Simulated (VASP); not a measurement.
Crystal: MgTe.

```xyz
4
Lattice="4.5200 0.0000 0.0000 -2.2600 3.9144 0.0000 0.0000 0.0000 7.3300" Properties=species:S:1:pos:R:3 pbc="T T T"
Mg    0.0000    2.6096    0.0000
Mg    2.2600    1.3048    3.6650
Te    0.0000    2.6096    2.8220
Te    2.2600    1.3048    6.4870
```

| Item | Value |
| --- | --- |
| Program | VASP 6.6.1 |
| Task | relaxation of cell and atoms |
| Functional | PBEsol |
| Potentials or basis | VASP PAW PBE potentials, release 64 (Mg, Te) |
| Cutoff | 600 eV |
| k mesh | 9 × 9 × 4 |
| Occupations | gaussian, width 0.03 eV |
| Spin | no spin polarisation |

At the start: pressure 1.2 GPa; volume 32.42 Å³/atom.

Problem. How do energy, volume and symmetry change on relaxing?

Solution. Over 9 steps the energy falls by 6.8 meV/atom and the volume is 33.40 Å³/atom (+3.0 %); space group P6_3mc (No. 186, to 0.05 Å).

The path:
| step | energy change (eV) | largest force (eV/Å) | pressure (GPa) | volume (Å³) |
| --- | --- | --- | --- | --- |
| 1 | 0.0000 | 0.2273 | 1.20 | 129.69 |
| 2 | -0.0242 | 0.0568 | -0.18 | 134.28 |
| 3 | -0.0243 | 0.0684 | -0.09 | 133.94 |
| 4 | -0.0252 | 0.0426 | -0.02 | 133.67 |
| 5 | -0.0256 | 0.0140 | 0.07 | 133.38 |
| 6 | -0.0263 | 0.0134 | 0.04 | 133.47 |
| 7 | -0.0273 | 0.0098 | -0.02 | 133.74 |
| 8 | -0.0273 | 0.0098 | -0.03 | 133.75 |
| 9 | -0.0274 | 0.0018 | 0.01 | 133.59 |

Final structure:
```yaml
crystal:
  lattice:
    - [4.56104, 0.00000, 0.00000]
    - [-2.28052, 3.94998, 0.00000]
    - [0.00000, 0.00000, 7.41499]
  atoms:
    - { symbol: Mg, position: [0.33333, 0.66667, 0.00417] }
    - { symbol: Mg, position: [0.66667, 0.33333, 0.50417] }
    - { symbol: Te, position: [0.33333, 0.66667, 0.38083] }
    - { symbol: Te, position: [0.66667, 0.33333, 0.88083] }
```

Caveat: the PAW data sets were made with another functional, which shifts forces and pressure a little.
